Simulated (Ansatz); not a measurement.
**CuI (F-43m): the size of the finite step**

```
CELL_PARAMETERS angstrom
0.00000 2.96953 2.96953
2.96953 0.00000 2.96953
2.96953 2.96953 0.00000
ATOMIC_POSITIONS crystal
Cu 0.75000 0.75000 0.75000
I 0.00000 0.00000 0.00000
```

Level of theory, where no other is named: PBEsol, PAW on Ansatz 0.2.0's default frozen-core files (fitted under PBE), scalar-relativistic. k mesh 8×8×8, strains of ±0.003, fixed occupations, cutoff 420 eV. The cell was relaxed by PAW under this functional, which moved its volume by -6 % from the database entry's. This phase needn't be the one found at ambient conditions.

**Question.** Elastic constants come from stresses at strains of ±0.003 (two-point stencil): C11 = 62.4, C12 = 43.0, C44 = 24.1 GPa. What does an amplitude of 0.08 give?

**Answer.** C11 = 62.7, C12 = 44.8, C44 = 24.2 GPa. A large step picks up anharmonic terms.

Keep in mind: frozen-core PAW files fitted under PBE, their cores solved anew for the functional of the run; constants at zero field, no piezoelectric stiffening.
